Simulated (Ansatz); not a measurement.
# Ge: the cost of one run

Computed with Ansatz 0.2.0 (DFT PBEsol, scalar-relativistic, plane waves, PAW, unless a step's input says otherwise).

2 further runs of the same task are left out: 2 set aside as unsound or not needed. Runs told in other sessions of the task aren't counted.

**1. The system as given**

It takes space group Cmmm (No. 65, orthorhombic). The conventional cell has a = 2.765 Å, b = 5.039 Å, c = 2.643 Å, α = 90.00°, β = 90.00°, γ = 90.00°. Ge (site symmetry mmm) has 8 Ge at 2.64 to 2.87 Å in its first shell of neighbours.

As a file:

```
CELL_PARAMETERS angstrom
1.38261 -2.51950 0.00000
1.38261 2.51950 0.00000
0.00000 0.00000 2.64273
ATOMIC_POSITIONS crystal
Ge 0.50000 0.50000 0.00000
```

It goes back to an entry of the Materials Project, which need not be the stable form.

This cell was relaxed beforehand with the same method: volume 18.41 Å³/atom, gap on the mesh none (metal).

**2. Zero of energy**

Reference values: F = -4253.3158 eV; pressure 0.04 GPa; largest force 0.000 eV/Å; gap on the mesh none (metal). It was computed beforehand with the settings of the runs below.

**3. Setting up a two-dimensional strain map**

The cell is strained by p along both x and y and by q along z, with fractional coordinates fixed.

**4. At p = -0.030, q = -0.030**

The input, input.yaml:

```yaml
crystal:
  lattice:
    - [1.3411274465, -2.443916204, 0.0]
    - [1.3411274465, 2.443916204, 0.0]
    - [0.0, 0.0, 2.5634459486]
  atoms:
    - { symbol: Ge, position: [0.5, 0.5, 0.0] }
basis:
  ecutwfc: 420
kpoints:
  mp_grid: { grid: [24, 24, 22] }
hamiltonian:
  xc: pbesol
scf:
  occupations: { method: gaussian, width: 0.15 }
output:
  forces: true
  stress: true
  eigenvalues: true
```

The run is started by

```bash
ansatz run input.yaml --threads 2 --pin off --max-ram 5120MiB --backend cpu --events-out ev --progress --plain --runs-dir out
```

Q: Estimate wall time and peak memory on 2 threads of Arm Neoverse N1, shared host.

About 18 s, with a peak of 0.62 GiB.
